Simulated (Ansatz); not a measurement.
**TiO2: strain energy, fitted**

TiO2, I4_1/amd, a = 3.799 Å, c = 9.699 Å. The compound has several low-lying forms, and this is one of them. Ansatz: PBE, PAW, 420 eV, Γ-centred 6×6×6 mesh on 12 atoms, Gaussian smearing 0.02 eV; no spin polarisation. Series: shear of c along a, cell held, atoms relaxed; x is the strain in per cent (engineering shear). The axes a, b, c are those of the computed cell (5.373, 5.373, 5.543 Å), along [1 1 0], [-1 1 0], [-1 -1 1] of the cell named above. y is the free energy over the unstrained cell, V0 = 11.665 Å³/atom. Symmetry makes y even in x.

| x (%) | y (meV/atom) |
| --- | --- |
| -3.0 | 1.55 |
| -2.0 | ? |
| -1.0 | 0.17 |
| 0.0 | 0.00 |
| 1.0 | 0.21 |
| 2.0 | 0.74 |
| 3.0 | 1.64 |

Fit y = c2 x² + c4 x⁴ to the other rows, turn c2 into a modulus, and predict the missing energy.

Least squares on the rows shown. y = 0.1913 x² − 0.001566 x⁴. In eV per unit strain² c2 is 1.913; this is the shear stiffness (E = ½ C V0 γ²): 2 × 1.913 × 160.2 / (11.665) = 53 GPa. Energies this small carry numerical noise of a few hundredths of a meV. At x = -2.0 the fit asked for gives 0.74 meV/atom. The run gave 0.69 meV/atom, so the fit is 0.05 meV/atom too high, within twice the rms miss on the fitted rows (0.03 meV/atom).